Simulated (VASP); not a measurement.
# Cs (I4/mmm) in VASP: single point with LDA

Aim: the single point of Cs with LDA.

Everything below comes from runs of VASP 6.6.1. Logs are shortened: lines on timing, memory, paths and dates and some standing lists are left out, and cuts for length are marked.

## Step 1: The crystal as given

Symmetry: I4/mmm, No. 139, tetragonal system. The conventional cell has a = 5.500 Å, b = 5.500 Å, c = 8.194 Å, α = 90.00°, β = 90.00°, γ = 90.00°.

This isn't the form of Cs at room conditions, which is bcc.

## Step 2: Single point, LDA

File INCAR:

```
SYSTEM = Cs
  PREC = Accurate
  ENCUT = 520
  EDIFF = 1E-6
  ISMEAR = 0
  SIGMA = 0.1
  LREAL = .FALSE.
  LASPH = .TRUE.
  NELM = 100
  ALGO = Normal
  ISIF = 2
  LWAVE = .FALSE.
  LCHARG = .TRUE.
  GGA = CA
  LELF = .TRUE.
  LVHAR = .TRUE.
  NBANDS = 10
```

File KPOINTS:

```
regular mesh
0
G
  6 6 6
  0 0 0
```

File POSCAR:

```
Cs
1.0
   -2.7500754600      2.7500754600      4.0972389800
    2.7500754600     -2.7500754600      4.0972389800
    2.7500754600      2.7500754600     -4.0972389800
Cs
1
Direct
    0.0000000000      0.0000000000      0.0000000000
```

Potentials or basis: VASP PAW LDA potentials, release 64 (Cs_sv).

Started as:

```bash
cat potpaw_LDA.64/Cs_sv/POTCAR > POTCAR
mpirun -np 1 vasp_std > vasp.out
```

OUTCAR:

```text
SYSTEM = Cs
   PREC = Accurate
   ENCUT = 520
   EDIFF = 1E-6
   ISMEAR = 0
   LREAL = .FALSE.
   LASPH = .TRUE.
   NELM = 100
   ISIF = 2
   GGA = CA

 ion  position               nearest neighbor table
   1  0.000  0.000  0.000-

  LATTYP: Found a body centered tetragonal cell.
 ALAT       =     5.5001509200
 C/A-ratio  =     1.4898642018

  Lattice vectors:

 A1 = (  -2.7500754600,   2.7500754600,   4.0972389800)
 A2 = (   2.7500754600,  -2.7500754600,   4.0972389800)
 A3 = (   2.7500754600,   2.7500754600,  -4.0972389800)

Analysis of symmetry for initial positions (statically):
=====================================================================
 Subroutine PRICEL returns:
 Original cell was already a primitive cell.

 Routine SETGRP: Setting up the symmetry group for a
 body centered tetragonal supercell.

 Subroutine GETGRP returns: Found 16 space group operations
 (whereof 16 operations were pure point group operations)
 out of a pool of 16 trial point group operations.

The static configuration has the point symmetry D_4h.

Analysis of symmetry for dynamics (positions and initial velocities):
=====================================================================
 Subroutine PRICEL returns:
 Original cell was already a primitive cell.

 Routine SETGRP: Setting up the symmetry group for a
 body centered tetragonal supercell.

 Subroutine GETGRP returns: Found 16 space group operations
 (whereof 16 operations were pure point group operations)
 out of a pool of 16 trial point group operations.

The dynamic configuration has the point symmetry D_4h.

 Subroutine INISYM returns: Found 16 space group operations
 (whereof 16 operations are pure point group operations),
 and found     1 'primitive' translations

----------------------------------------------------------------------------------------

                                     Primitive cell

  volume of cell :     123.9483

  direct lattice vectors                    reciprocal lattice vectors
    -2.750075460  2.750075460  4.097238980     0.000000000  0.181813193  0.122033399
     2.750075460 -2.750075460  4.097238980     0.181813193  0.000000000  0.122033399
     2.750075460  2.750075460 -4.097238980     0.181813193  0.181813193  0.000000000

  length of vectors
     5.649176695  5.649176695  5.649176695     0.218970746  0.218970746  0.257122683

  position of ions in fractional coordinates (direct lattice)
     0.000000000  0.000000000  0.000000000

  ion indices of the primitive-cell ions
   primitive index   ion index
                 1           1

----------------------------------------------------------------------------------------

 KPOINTS: regular mesh

Automatic generation of k-mesh.
 Grid dimensions read from file:
 generate k-points for:    6    6    6

 Generating k-lattice:

  Cartesian coordinates                     Fractional coordinates (reciprocal lattice)
     0.000000000  0.030302199  0.020338900     0.166666667 -0.000000000  0.000000000
     0.030302199  0.000000000  0.020338900    -0.000000000  0.166666667  0.000000000
     0.030302199  0.030302199  0.000000000     0.000000000  0.000000000  0.166666667

  Length of vectors
     0.036495124  0.036495124  0.042853781

  Shift w.r.t. Gamma in fractional coordinates (k-lattice)
     0.000000000  0.000000000  0.000000000

 Subroutine IBZKPT returns following result:
 ===========================================

 Found     30 irreducible k-points:

 Following reciprocal coordinates:
            Coordinates               Weight
  0.000000  0.000000  0.000000      1.000000
  0.166667 -0.000000  0.000000      8.000000
  0.333333  0.000000  0.000000      8.000000
  0.500000 -0.000000  0.000000      4.000000
  0.166667  0.166667  0.000000      8.000000
  0.333333  0.166667  0.000000     16.000000
[... 16 lines left out ...]
 -0.333333 -0.333333  0.166667      8.000000
 -0.166667 -0.333333  0.166667      8.000000
 [... further k-points ...]
   k-points           NKPTS =     30   k-points in BZ     NKDIM =     30   number of bands    NBANDS=     10
   number of dos      NEDOS =    301   number of ions     NIONS =      1
   total plane-waves  NPLWV =  74088
   dimension x,y,z NGX =    42 NGY =   42 NGZ =   42
   dimension x,y,z NGXF=    84 NGYF=   84 NGZF=   84
   ions per type =               1
   NGX,Y,Z   is equivalent  to a cutoff of  12.36, 12.36, 12.36 a.u.
   NGXF,Y,Z  is equivalent  to a cutoff of  24.72, 24.72, 24.72 a.u.
 SYSTEM =  Cs
   PREC   = accura    normal or accurate (medium, high low for compatibility)
   ISTART =      0    job   : 0-new  1-cont  2-samecut
   ICHARG =      2    charge: 1-file 2-atom 10-const
   ISPIN  =      1    spin polarized calculation?
   LNONCOLLINEAR =      F non collinear calculations
   LSORBIT =      F    spin-orbit coupling
   LASPH  =      T    aspherical Exc in radial PAW
   ENCUT  =  520.0 eV  38.22 Ry    6.18 a.u.  10.50 10.50 10.50*2*pi/ulx,y,z
   NELM   =    100;   NELMIN=  2; NELMDL= -5     # of ELM steps
   EDIFF  = 0.1E-05   stopping-criterion for ELM
   LREAL  =      F    real-space projection
   EDIFFG = 0.1E-04   stopping-criterion for IOM
   NSW    =      0    number of steps for IOM
   IBRION =     -1    ionic relax: 0-MD 1-quasi-New 2-CG
   NFREE  =      0    steps in history (QN), initial steepest desc. (CG)
   ISIF   =      2    stress and relaxation
   ISYM   =      2    0-nonsym 1-usesym 2-fastsym
   POTIM  = 0.5000    time-step for ionic-motion
   TEBEG  =    0.0;   TEEND  =   0.0 temperature during run
   PSTRESS=    0.0 pullay stress
   NELECT =       9.0000    total number of electrons
   NUPDOWN=      -1.0000    fix difference up-down
   EMIN   =  10.00;   EMAX   =-10.00  energy-range for DOS
   EFERMI =   0.00;   METHOD = LEGACY
   ISMEAR =     0;   SIGMA  =   0.10  broadening in eV -4-tet -1-fermi 0-gaus
   EFERMI_NEDOS =   21; number of points for ismear=-14 and -15
   IALGO  =     38    algorithm
   IMIX   =      4    mixing-type and parameters
     AMIX     =   0.40;   BMIX     =  1.00
     AMIX_MAG =   1.60;   BMIX_MAG =  1.00
  volume/ion in A,a.u.               =     123.95       836.44
  Fermi-wavevector in a.u.,A,eV,Ry     =   0.682981  1.290648  6.346621  0.466463
  Thomas-Fermi vector in A             =   1.762213
   LORBIT       =      0    0 simple, 1 ext, 2 COOP (PROOUT), +10 PAW based schemes
   GGA     = CA    functional components
   LHFCALC =     F    Hartree Fock is set to
   AEXX    =    0.0000 exact exchange contribution
   IVDW    =     0    specifies the selected vdW correction
   LEPSILON=     F    determine dielectric tensor
   LRPA    =     F    only Hartree local field effects (RPA)
 non-spin polarized calculation
 Gauss-broadening in eV      SIGMA  =   0.10
  energy-cutoff  :      520.00
  volume of cell :      123.95
 maximum number of plane-waves:      3372
   NGX = 21   NGY = 21   NGZ = 21

 number of electron       9.0000001 magnetization

 Free energy of the ion-electron system (eV)
  ---------------------------------------------------
  ext. energy  EPLUGINS =         0.00000000
  ---------------------------------------------------
  free energy    TOTEN  =        -0.94438115 eV

  energy without entropy =       -0.93534555  energy(sigma->0) =       -0.93986335

 E-fermi :   0.0878     XC(G=0):  -5.3536

 val. band max:        0.0713629066   @ k =   0.5000  -0.0000   0.0000
 cond. band min:       0.0959784492   @ k =  -0.3333   0.3333   0.1667
 fundamental gap:      0.0246155426
 Fermi energy:         0.0877882503

 k-point     1 :       0.0000    0.0000    0.0000
  band No.  band energies     occupation
      1     -23.7586      2.00000
      2     -10.5060      2.00000
      3     -10.5043      2.00000
      4     -10.5043      2.00000
      5      -1.4972      2.00000
      6       2.3471      0.00000
      7       2.5177      0.00000
      8       2.5177      0.00000
      9       3.2789      0.00000
     10       3.5982      0.00000

 k-point     2 :       0.1667   -0.0000    0.0000
  band No.  band energies     occupation
      1     -23.7576      2.00000
      2     -10.5324      2.00000
      3     -10.5102      2.00000
      4     -10.5070      2.00000
      5      -1.2305      2.00000
      6       2.0386      0.00000
      7       2.4796      0.00000
      8       2.6263      0.00000
      9       3.1920      0.00000
     10       3.4116      0.00000

 k-point     3 :       0.3333    0.0000    0.0000
  band No.  band energies     occupation
      1     -23.7554      2.00000
      2     -10.5863      2.00000
      3     -10.5196      2.00000
      4     -10.5125      2.00000
      5      -0.5348      2.00000
      6       1.3701      0.00000
      7       2.3417      0.00000
      8       2.5624      0.00000
      9       3.6321      0.00000
     10       3.6594      0.00000

 k-point     4 :       0.5000   -0.0000    0.0000
  band No.  band energies     occupation
      1     -23.7543      2.00000
      2     -10.6127      2.00000
      3     -10.5243      2.00000
      4     -10.5152      2.00000
      5       0.0714      1.18369
      6       0.8814      0.00000
      7       2.2248      0.00000
      8       2.4478      0.00000
      9       4.1247      0.00000
     10       4.1566      0.00000

 k-point     5 :       0.1667    0.1667    0.0000
  band No.  band energies     occupation
      1     -23.7562      2.00000
      2     -10.5553      2.00000
      3     -10.5265      2.00000
      4     -10.5127      2.00000
      5      -0.8237      2.00000
      6       1.7467      0.00000
      7       2.2424      0.00000
      8       2.8110      0.00000
      9       2.8318      0.00000
     10       3.7502      0.00000

 k-point     6 :       0.3333    0.1667    0.0000
  band No.  band energies     occupation
      1     -23.7543      2.00000
      2     -10.5916      2.00000
      3     -10.5386      2.00000
      4     -10.5220      2.00000
      5      -0.0609      1.96449
      6       1.2216      0.00000
      7       1.9468      0.00000
      8       2.5361      0.00000
      9       3.5072      0.00000
     10       4.0480      0.00000
[... 183 lines left out ...]
 k-point    21 :      -0.3333    0.5000    0.1667
  band No.  band energies     occupation
      1     -23.7534      2.00000
      2     -10.5875      2.00000
      3     -10.5603      2.00000
      4     -10.5347      2.00000
      5       0.7635      0.00000
      6       0.9155      0.00000
      7       1.5013      0.00000
      8       2.4929      0.00000
      9       3.4925      0.00000
     10       4.2180      0.00000

 k-point    22 :      -0.1667    0.5000    0.1667
  band No.  band energies     occupation
      1     -23.7542      2.00000
      2     -10.5995      2.00000
      3     -10.5389      2.00000
      4     -10.5208      2.00000
      5       0.1626      0.29003
      6       1.0037      0.00000
      7       1.8650      0.00000
      8       2.6584      0.00000
      9       3.6834      0.00000
     10       4.1814      0.00000

 k-point    23 :      -0.3333   -0.3333    0.1667
  band No.  band energies     occupation
      1     -23.7543      2.00000
      2     -10.5812      2.00000
      3     -10.5456      2.00000
      4     -10.5290      2.00000
      5      -0.0092      1.82979
      6       1.4189      0.00000
      7       1.5638      0.00000
      8       2.7890      0.00000
      9       3.4067      0.00000
     10       4.0923      0.00000

 k-point    24 :      -0.1667   -0.3333    0.1667
  band No.  band energies     occupation
      1     -23.7557      2.00000
      2     -10.5677      2.00000
      3     -10.5246      2.00000
      4     -10.5195      2.00000
      5      -0.6239      2.00000
      6       1.5566      0.00000
      7       2.0554      0.00000
      8       2.7986      0.00000
      9       3.1622      0.00000
     10       3.9028      0.00000

 [... further k-points ...]

------------------------ aborting loop because EDIFF is reached ----------------------------------------

  FORCE on cell =-STRESS in cart. coord.  units (eV):
  Direction    XX          YY          ZZ          XY          YZ          ZX
  --------------------------------------------------------------------------------------
  -------------------------------------------------------------------------------------
  Total       -0.3030564     -0.3030564     -0.3133499      0.0000000      0.0000000      0.0000000
  in kB       -3.9173600     -3.9173600     -4.0504165      0.0000000      0.0000000      0.0000000
  external PRESSURE =      -3.9617122 kB  Pullay stress =       0.0000000 kB

 VOLUME and BASIS-vectors are now :
 -----------------------------------------------------------------------------
  energy-cutoff  :      520.00
  volume of cell :      123.95
      direct lattice vectors                 reciprocal lattice vectors
    -2.750075460  2.750075460  4.097238980     0.000000000  0.181813193  0.122033399
     2.750075460 -2.750075460  4.097238980     0.181813193  0.000000000  0.122033399
     2.750075460  2.750075460 -4.097238980     0.181813193  0.181813193  0.000000000

 POSITION                                       TOTAL-FORCE (eV/Angst)
 -----------------------------------------------------------------------------------
      0.00000      0.00000      0.00000         0.000000      0.000000      0.000000
 -----------------------------------------------------------------------------------
    total drift:                               -0.000000      0.000000      0.000000

  FREE ENERGIE OF THE ION-ELECTRON SYSTEM (eV)
  ---------------------------------------------------
  free  energy   TOTEN  =        -0.9443811483 eV

  energy  without entropy=       -0.9353455529  energy(sigma->0) =       -0.93986335
```

Run time: 21 s. Hardware: 1 thread of Intel Xeon Platinum 8488C (Sapphire Rapids), shared host; peak memory 0.21 GiB.

What came out:

```
Free energy            : -0.9444 eV
Pressure               : -0.4 GPa
Band gap on the k mesh : none (metal or under the smearing width)
```
